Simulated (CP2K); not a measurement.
## Sr in CP2K: convergence with k mesh

Input of the first run (k mesh 2 × 2 × 2); the others differ in this setting and in those tied to it:

File sr_converge.inp:

```
&GLOBAL
  PROJECT sr_converge
  RUN_TYPE ENERGY_FORCE
  PRINT_LEVEL LOW
&END GLOBAL
&FORCE_EVAL
  METHOD QS
  STRESS_TENSOR ANALYTICAL
  &DFT
    BASIS_SET_FILE_NAME BASIS_MOLOPT
    POTENTIAL_FILE_NAME GTH_POTENTIALS
    &MGRID
      CUTOFF 450
      REL_CUTOFF 60
      NGRIDS 5
    &END MGRID
    &QS
      METHOD GPW
      EPS_DEFAULT 1.0E-9
    &END QS
    &KPOINTS
      SCHEME MONKHORST-PACK 2 2 2
      GAMMA_CENTERED T
      SYMMETRY T
      SYMMETRY_BACKEND SPGLIB
    &END KPOINTS
    &SCF
      SCF_GUESS ATOMIC
      EPS_SCF 1.0E-6
      MAX_SCF 100
      ADDED_MOS 8
      CHOLESKY OFF
      EPS_EIGVAL 1.0E-7
      &DIAGONALIZATION ON
        ALGORITHM STANDARD
      &END DIAGONALIZATION
      &MIXING ON
        METHOD BROYDEN_MIXING
        ALPHA 0.4
        BETA 1.5
        NBUFFER 8
      &END MIXING
      &SMEAR ON
        METHOD FERMI_DIRAC
        ELECTRONIC_TEMPERATURE [K] 300.557
      &END SMEAR
    &END SCF
    &XC
      &XC_FUNCTIONAL
        &GGA_X_PBE_SOL
        &END GGA_X_PBE_SOL
        &GGA_C_PBE_SOL
        &END GGA_C_PBE_SOL
      &END XC_FUNCTIONAL
    &END XC
    &PRINT
      &KPOINTS ON
      &END KPOINTS
      &MULLIKEN ON
      &END MULLIKEN
      &MO ON
        ENERGIES T
        OCCUPATION_NUMBERS T
        &EACH
          QS_SCF 0
        &END EACH
        ADD_LAST NUMERIC
      &END MO
    &END PRINT
  &END DFT
  &SUBSYS
    &CELL
      ABC 4.2564577576 4.1810425011 4.1736454203
      ALPHA_BETA_GAMMA 109.3856880176 109.8812875960 108.3120389514
      PERIODIC XYZ
    &END CELL
    &COORD
      SCALED
      Sr  -0.0008300000 0.0205390000 -0.0080520000
    &END COORD
    &KIND Sr
      BASIS_SET DZVP-MOLOPT-SR-GTH-q10
      POTENTIAL GTH-PBE-q10
    &END KIND
    &PRINT
      &ATOMIC_COORDINATES ON
      &END ATOMIC_COORDINATES
      &CELL ON
      &END CELL
    &END PRINT
  &END SUBSYS
  &PRINT
    &FORCES ON
    &END FORCES
    &STRESS_TENSOR ON
    &END STRESS_TENSOR
  &END PRINT
&END FORCE_EVAL
```

Potentials or basis: GTH_POTENTIALS Sr GTH-PBE-q10; DZVP-MOLOPT-SR-GTH basis.

Launch:

```sh
$ OMP_NUM_THREADS=1 cp2k.psmp -i sr_converge.inp -o sr_converge.out
```

The cell isn't the ideal one: cell strained at random at fixed volume.

This isn't the form of Sr at room conditions, which is fcc.

Hardware: 1 thread of Intel(R) Xeon(R) Processor @ 2.70GHz, on a shared host.

Q: The values tried are 2 × 2 × 2, 3 × 3 × 3, 4 × 4 × 4, 4 × 5 × 5, 5 × 5 × 5, 6 × 7 × 7, 8 × 8 × 8, 9 × 10 × 10, loosest first. From which on does the gap on the mesh stay within 0.01 eV of the tightest run that finished?

A: From 4 × 4 × 4 on.

| k mesh | energy less the tightest run, at zero smearing (meV/atom) | pressure (GPa) | gap on the mesh (eV) | SCF cycles | CPU time (s) | peak memory (GiB) |
| --- | --- | --- | --- | --- | --- | --- |
| 2 × 2 × 2 | 201.63 | -2.61 | 0.000 | 12 | 9.9 | 0.3 |
| 3 × 3 × 3 | 167.29 | -0.59 | 0.028 | 12 | 9.2 | 0.3 |
| 4 × 4 × 4 | 29.08 | -0.88 | 0.000 | 11 | 9.7 | 0.3 |
| 4 × 5 × 5 | -9.83 | -0.67 | 0.000 | 11 | 9.9 | 0.3 |
| 5 × 5 × 5 | -4.86 | -0.77 | 0.000 | 10 | 12 | 0.3 |
| 6 × 7 × 7 | -0.53 | -0.71 | 0.000 | 10 | 10 | 0.31 |
| 8 × 8 × 8 | -3.65 | -0.73 | 0.000 | 10 | 20 | 0.31 |
| 9 × 10 × 10 | 0.00 | -0.70 | 0.000 | 10 | 19 | 0.32 |

Against the tightest run, the pressure stays within 0.1 GPa from 4 × 5 × 5 on. Not settled before the last step: the energy (to 1 meV/atom). Meshes of other sizes hit other points, so gaps and Fermi surfaces needn't settle smoothly. The tightest run that finished is the yardstick and may itself not be fully converged.

Caveat, for the tightest run too: the potentials were made for another functional, which shifts forces and pressure; the cell was measured hot, at 901 K; the basis of atomic orbitals isn't converged, which shifts pressures, moduli and gaps.
